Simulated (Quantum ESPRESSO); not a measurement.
# La (Im-3m) in Quantum ESPRESSO: convergence with k mesh

Aim: find how far k mesh must go before the results for La settle, at PBE. This setting moves, with any that are tied to it; all else stays.

Everything below comes from runs of Quantum ESPRESSO 7.5. Logs are shortened: lines on timing, memory, paths and dates and some standing lists are left out, and cuts for length are marked.

**1. The crystal as given**

The structure is cubic, space group Im-3m (No. 229). The conventional cell has a = 4.248 Å, b = 4.248 Å, c = 4.248 Å, α = 90.00°, β = 90.00°, γ = 90.00°. Around La (site symmetry m-3m) lie 8 La at 3.68 Å.

This isn't the form of La at room conditions, which is double hcp.

**2. With k mesh 1 × 1 × 1**

pw.in reads:

```
&CONTROL
  calculation = 'scf'
  prefix = 'pwscf'
  outdir = './tmp'
  pseudo_dir = './pseudo'
  tprnfor = .true.
  tstress = .true.
  disk_io = 'nowf'
/
&SYSTEM
  ibrav = 0
  nat = 1
  ntyp = 1
  ecutwfc = 45
  ecutrho = 360
  nbnd = 11
  occupations = 'smearing'
  smearing = 'mv'
  degauss = 0.00367493
/
&ELECTRONS
  conv_thr = 2d-10
  electron_maxstep = 120
  mixing_beta = 0.5
/
ATOMIC_SPECIES
La   138.9055 la_pbe_v1.uspp.F.UPF
CELL_PARAMETERS angstrom
  -2.1238310710    2.1238310710    2.1238310710
   2.1238310710   -2.1238310710    2.1238310710
   2.1238310710    2.1238310710   -2.1238310710
ATOMIC_POSITIONS crystal
La     0.0000000000    0.0000000000    0.0000000000
K_POINTS automatic
1 1 1 0 0 0
```

Potentials or basis: GBRV 1.5 PBE.

Launch:

```bash
$ OMP_NUM_THREADS=1 pw.x -in pw.in > pw.out
```

Run time: 18 s. Hardware: 1 thread of Intel Xeon at 2.70GHz, shared host; peak memory 0.31 GiB.

Results:

| Property | Result |
| --- | --- |
| Free energy | -1394.8581 eV |
| Pressure | 45.9 GPa |

**3. With k mesh 3 × 3 × 3**

pw.in: that of step 2 with these lines changed.

```diff
@@ -34,2 +34,2 @@
 K_POINTS automatic
-1 1 1 0 0 0
+3 3 3 0 0 0
```

Potentials or basis: GBRV 1.5 PBE.

Launch:

```bash
$ OMP_NUM_THREADS=1 pw.x -in pw.in > pw.out
```

Run time: 17 s. Hardware: 1 thread of Intel Xeon at 2.70GHz, shared host; peak memory 0.31 GiB.

Results:

* Free energy: -1395.5337 eV
* Pressure: -5.4 GPa
* Band gap on the k mesh: none (metal or under the smearing width)

**4. With k mesh 4 × 4 × 4**

pw.in: that of step 3 with these lines changed.

```diff
@@ -34,2 +34,2 @@
 K_POINTS automatic
-3 3 3 0 0 0
+4 4 4 0 0 0
```

Launch:

```bash
$ OMP_NUM_THREADS=1 pw.x -in pw.in > pw.out
```

It took 25 s on 1 thread of Intel Xeon at 2.70GHz, shared host; peak memory 0.32 GiB.

Results:

```yaml
Free_energy: -1395.3665 eV
Pressure: -0.9 GPa
Band_gap_on_the_k_mesh: none (metal or under the smearing width)
```

**5. With k mesh 5 × 5 × 5**

pw.in: that of step 4 with these lines changed.

```diff
@@ -34,2 +34,2 @@
 K_POINTS automatic
-4 4 4 0 0 0
+5 5 5 0 0 0
```

Launch:

```bash
$ OMP_NUM_THREADS=1 pw.x -in pw.in > pw.out
```

Run time: 19 s. Hardware: 1 thread of Intel Xeon at 2.70GHz, shared host; peak memory 0.32 GiB.

What came out:

* Free energy: -1395.3051 eV
* Pressure: 0.0 GPa
* Band gap on the k mesh: none (metal or under the smearing width)

**6. With k mesh 7 × 7 × 7**

pw.in: that of step 5 with these lines changed.

```diff
@@ -34,2 +34,2 @@
 K_POINTS automatic
-5 5 5 0 0 0
+7 7 7 0 0 0
```

Potentials or basis: GBRV 1.5 PBE.

Launch:

```bash
$ OMP_NUM_THREADS=1 pw.x -in pw.in > pw.out
```

Run time: 25 s. Hardware: 1 thread of Intel Xeon at 2.70GHz, shared host; peak memory 0.32 GiB.

It converged, with:

* Free energy: -1395.3920 eV
* Pressure: -0.4 GPa
* Band gap on the k mesh: none (metal or under the smearing width)

**7. With k mesh 8 × 8 × 8**

pw.in: that of step 6 with these lines changed.

```diff
@@ -34,2 +34,2 @@
 K_POINTS automatic
-7 7 7 0 0 0
+8 8 8 0 0 0
```

Launch:

```bash
$ OMP_NUM_THREADS=1 pw.x -in pw.in > pw.out
```

Wall time 22 s (1 thread of Intel Xeon at 2.70GHz, shared host); peak memory 0.32 GiB.

The run converged. Its results:

```
Free energy            : -1395.3971 eV
Pressure               : -0.6 GPa
Band gap on the k mesh : none (metal or under the smearing width)
```

**8. With k mesh 9 × 9 × 9**

pw.in: that of step 7 with these lines changed.

```diff
@@ -34,2 +34,2 @@
 K_POINTS automatic
-8 8 8 0 0 0
+9 9 9 0 0 0
```

Launch:

```bash
$ OMP_NUM_THREADS=1 pw.x -in pw.in > pw.out
```

It took 27 s on 1 thread of Intel Xeon at 2.70GHz, shared host; peak memory 0.32 GiB.

The run converged. Its results:

```
Free energy            : -1395.3886 eV
Pressure               : -0.5 GPa
Band gap on the k mesh : none (metal or under the smearing width)
```

**9. With k mesh 11 × 11 × 11**

pw.in: that of step 8 with these lines changed.

```diff
@@ -34,2 +34,2 @@
 K_POINTS automatic
-9 9 9 0 0 0
+11 11 11 0 0 0
```

Potentials or basis: GBRV 1.5 PBE.

Launch:

```bash
$ OMP_NUM_THREADS=1 pw.x -in pw.in > pw.out
```

Wall time 30 s (1 thread of Intel Xeon at 2.70GHz, shared host); peak memory 0.33 GiB.

Results (log left out):

```
Free energy            : -1395.3805 eV
Pressure               : -0.2 GPa
Band gap on the k mesh : none (metal or under the smearing width)
```

**10. With k mesh 13 × 13 × 13**

pw.in: that of step 9 with these lines changed.

```diff
@@ -34,2 +34,2 @@
 K_POINTS automatic
-11 11 11 0 0 0
+13 13 13 0 0 0
```

Potentials or basis: GBRV 1.5 PBE.

Launch:

```bash
$ OMP_NUM_THREADS=1 pw.x -in pw.in > pw.out
```

pw.out:

```text
This program is part of the open-source Quantum ESPRESSO suite
     for quantum simulation of materials; please cite
         "P. Giannozzi et al., J. Phys.:Condens. Matter 21 395502 (2009);
         "P. Giannozzi et al., J. Phys.:Condens. Matter 29 465901 (2017);
         "P. Giannozzi et al., J. Chem. Phys. 152 154105 (2020);
     in publications or presentations arising from this work. More details at

     Message from routine setup:
     using ibrav=0 with symmetry is DISCOURAGED, use correct ibrav instead

     G-vector sticks info
     --------------------
     sticks:   dense  smooth     PW     G-vecs:    dense   smooth      PW
     Sum        1299     649    205                29797    10473    1865

     Using Slab Decomposition

     bravais-lattice index     =            0
     lattice parameter (alat)  =       6.9515  a.u.
     unit-cell volume          =     258.5928 (a.u.)^3
     number of atoms/cell      =            1
     number of atomic types    =            1
     number of electrons       =        11.00
     number of Kohn-Sham states=           11
     kinetic-energy cutoff     =      45.0000  Ry
     charge density cutoff     =     360.0000  Ry
     scf convergence threshold =      2.0E-10
     mixing beta               =       0.5000
     number of iterations used =            8  plain     mixing
     Exchange-correlation= SLA  PW   PBE  PBE
                           (   1   4   3   4   0   0   0)

     celldm(1)=   6.951515  celldm(2)=   0.000000  celldm(3)=   0.000000
     celldm(4)=   0.000000  celldm(5)=   0.000000  celldm(6)=   0.000000

     crystal axes: (cart. coord. in units of alat)
               a(1) = (  -0.577350   0.577350   0.577350 )
               a(2) = (   0.577350  -0.577350   0.577350 )
               a(3) = (   0.577350   0.577350  -0.577350 )

     reciprocal axes: (cart. coord. in units 2 pi/alat)
               b(1) = ( -0.000000  0.866025  0.866025 )
               b(2) = (  0.866025 -0.000000  0.866025 )
               b(3) = (  0.866025  0.866025  0.000000 )

     PseudoPot. # 1 for La read from file:
     la_pbe_v1.uspp.F.UPF
     Pseudo is Ultrasoft + core correction, Zval = 11.0
     Generated by new atomic code, or converted to UPF format
     Using radial grid of  995 points,  8 beta functions with:
                l(1) =   0
                l(2) =   0
                l(3) =   1
                l(4) =   1
                l(5) =   2
                l(6) =   2
                l(7) =   3
                l(8) =   3
     Q(r) pseudized with  8 coefficients,  rinner =    1.700   1.700   1.700
                                                       1.700   1.700   1.700
                                                       1.700

     atomic species   valence    mass     pseudopotential
     La               11.00   138.90550     La( 1.00)

     48 Sym. Ops., with inversion, found

   Cartesian axes

     site n.     atom                  positions (alat units)
         1        La     tau(   1) = (   0.0000000   0.0000000   0.0000000  )

     number of k points=    84  Marzari-Vanderbilt smearing, width (Ry)=  0.0037
                       cart. coord. in units 2pi/alat
        k(    1) = (   0.0000000   0.0000000   0.0000000), wk =   0.0009103
        k(    2) = (   0.0666173   0.0666173   0.0000000), wk =   0.0109240
        k(    3) = (   0.1332347   0.1332347   0.0000000), wk =   0.0109240
        k(    4) = (   0.1998520   0.1998520   0.0000000), wk =   0.0109240
        k(    5) = (   0.2664694   0.2664694   0.0000000), wk =   0.0109240
        k(    6) = (   0.3330867   0.3330867   0.0000000), wk =   0.0109240
[... 76 lines left out ...]
        k(   83) = (  -0.7994081  -0.0666173  -0.0666173), wk =   0.0072827
        k(   84) = (   0.0000000   0.0000000   0.7994081), wk =   0.0054620

     Dense  grid:    29797 G-vectors     FFT dimensions: (  45,  45,  45)

     Smooth grid:    10473 G-vectors     FFT dimensions: (  30,  30,  30)

     Check: negative core charge=   -0.000001

     Initial potential from superposition of free atoms

     starting charge      10.9679, renormalised to      11.0000

     negative rho (up, down):  6.962E-02 0.000E+00
     Starting wfcs are   20 randomized atomic wfcs

     Self-consistent Calculation

     iteration #  1     ecut=    45.00 Ry     beta= 0.50
     Davidson diagonalization with overlap
     ethr =  1.00E-02,  avg # of iterations =  1.8

     Threshold (ethr) on eigenvalues was too large:
     Diagonalizing with lowered threshold

     Davidson diagonalization with overlap
     ethr =  2.87E-05,  avg # of iterations =  4.1

     negative rho (up, down):  6.179E-02 0.000E+00

     total energy              =    -102.55896217 Ry
     estimated scf accuracy    <       0.00530097 Ry

     iteration #  2     ecut=    45.00 Ry     beta= 0.50
     Davidson diagonalization with overlap
     ethr =  4.82E-05,  avg # of iterations =  1.7

     negative rho (up, down):  5.603E-02 0.000E+00

     total energy              =    -102.55928627 Ry
     estimated scf accuracy    <       0.00044569 Ry

     iteration #  3     ecut=    45.00 Ry     beta= 0.50
     Davidson diagonalization with overlap
     ethr =  4.05E-06,  avg # of iterations =  5.5

     negative rho (up, down):  5.200E-02 0.000E+00

     total energy              =    -102.55942114 Ry
     estimated scf accuracy    <       0.00006350 Ry

     iteration #  4     ecut=    45.00 Ry     beta= 0.50
     Davidson diagonalization with overlap
     ethr =  5.77E-07,  avg # of iterations =  5.2
[... 28 lines left out ...]
     negative rho (up, down):  5.303E-02 0.000E+00

     total energy              =    -102.55943510 Ry
     estimated scf accuracy    <       0.00000006 Ry

     iteration #  8     ecut=    45.00 Ry     beta= 0.50
     Davidson diagonalization with overlap
     ethr =  5.69E-10,  avg # of iterations =  2.3

     negative rho (up, down):  5.302E-02 0.000E+00

     total energy              =    -102.55943496 Ry
     estimated scf accuracy    <       0.00000021 Ry

     iteration #  9     ecut=    45.00 Ry     beta= 0.50
     Davidson diagonalization with overlap
     ethr =  5.69E-10,  avg # of iterations =  3.4

     negative rho (up, down):  5.302E-02 0.000E+00

     End of self-consistent calculation

          k = 0.0000 0.0000 0.0000 (  1289 PWs)   bands (ev):

   -22.1438  -5.1251  -5.1251  -5.1251   7.6106  12.3092  12.3092  12.3092
    12.4234  12.4234  12.4235

          k = 0.0666 0.0666 0.0000 (  1330 PWs)   bands (ev):

   -22.1335  -5.2063  -5.1489  -5.1260   7.7911  12.0428  12.0527  12.3858
    12.4157  12.6043  12.6183

          k = 0.1332 0.1332 0.0000 (  1334 PWs)   bands (ev):

   -22.1051  -5.4241  -5.2139  -5.1286   8.2736  11.6870  11.6990  12.3991
    12.5347  12.7447  12.7861

          k = 0.1999 0.1999 0.0000 (  1328 PWs)   bands (ev):

   -22.0645  -5.7151  -5.3036  -5.1323   8.8554  11.3352  11.4628  12.3888
    12.6425  12.7966  12.8944

          k = 0.2665 0.2665 0.0000 (  1328 PWs)   bands (ev):

   -22.0208  -6.0066  -5.3963  -5.1364   9.1809  11.0333  11.6546  12.3937
    12.7019  12.8207  12.9604

          k = 0.3331 0.3331 0.0000 (  1324 PWs)   bands (ev):

   -21.9841  -6.2368  -5.4713  -5.1399   9.1682  10.8150  12.1683  12.4085
    12.7339  12.8835  12.9974
[... 371 lines left out ...]
          k = 0.0000 0.0000 0.6662 (  1320 PWs)   bands (ev):

   -21.8656  -5.9830  -5.8675  -5.8675   9.4022   9.7195  12.5360  12.5871
    12.5871  12.6196  13.1417

          k = 0.0000-0.0666 0.7328 (  1301 PWs)   bands (ev):

   -21.8503  -6.0200  -5.9147  -5.8806   9.2746   9.4292  12.5256  12.5700
    12.6605  12.7205  13.1653

          k =-0.7994-0.0666-0.0666 (  1307 PWs)   bands (ev):

   -21.8429  -5.9868  -5.9868  -5.8866   9.2373   9.2373  12.5245  12.6187
    12.7070  12.7070  13.1839

          k = 0.0000 0.0000 0.7994 (  1296 PWs)   bands (ev):

   -21.8356  -5.9775  -5.9625  -5.9625   9.0937   9.1383  12.5607  12.6936
    12.6936  12.6954  13.1879

     the Fermi energy is    10.8609 ev

!    total energy              =    -102.55943501 Ry
     estimated scf accuracy    <          1.7E-10 Ry
     smearing contrib. (-TS)   =       0.00004199 Ry
     internal energy E=F+TS    =    -102.55947700 Ry

     The total energy is F=E-TS. E is the sum of the following terms:
     one-electron contribution =      -5.92397672 Ry
     hartree contribution      =       7.42373943 Ry
     xc contribution           =     -49.20042080 Ry
     ewald contribution        =     -54.85881890 Ry

     convergence has been achieved in   9 iterations

     negative rho (up, down):  5.302E-02 0.000E+00

     Forces acting on atoms (cartesian axes, Ry/au):

     atom    1 type  1   force =     0.00000000    0.00000000    0.00000000

     Total force =     0.000000     Total SCF correction =     0.000000

     Computing stress (Cartesian axis) and pressure

     negative rho (up, down):  5.302E-02 0.000E+00
          total   stress  (Ry/bohr**3)                   (kbar)     P=       -4.08
  -0.00002776  -0.00000000  -0.00000000           -4.08       -0.00       -0.00
  -0.00000000  -0.00002776  -0.00000000           -0.00       -4.08       -0.00
  -0.00000000  -0.00000000  -0.00002776           -0.00       -0.00       -4.08

=------------------------------------------------------------------------------=
   JOB DONE.
=------------------------------------------------------------------------------=
```

It took 38 s on 1 thread of Intel Xeon at 2.70GHz, shared host; peak memory 0.33 GiB.

What came out:

| Property | Result |
| --- | --- |
| Free energy | -1395.3922 eV |
| Pressure | -0.4 GPa |
| Band gap on the k mesh | none (metal or under the smearing width) |

**11. Result**

```tsv
k mesh	energy less the tightest run, at zero smearing (meV/atom)	pressure (GPa)	SCF cycles	CPU time (s)	peak memory (GiB)
1 × 1 × 1	534.11	45.91	10	18	0.31
3 × 3 × 3	-141.46	-5.35	10	17	0.31
4 × 4 × 4	25.71	-0.93	13	25	0.32
5 × 5 × 5	87.11	-0.05	10	19	0.32
7 × 7 × 7	0.21	-0.38	11	25	0.32
8 × 8 × 8	-4.89	-0.58	10	22	0.32
9 × 9 × 9	3.61	-0.51	11	27	0.32
11 × 11 × 11	11.65	-0.17	11	30	0.33
13 × 13 × 13	0.00	-0.41	9	38	0.33
```

Not settled before the last step: the energy (to 1 meV/atom), the pressure (to 0.1 GPa). Meshes of other sizes hit other points, so gaps and Fermi surfaces needn't settle smoothly. The tightest run that finished is the yardstick and may itself not be fully converged.
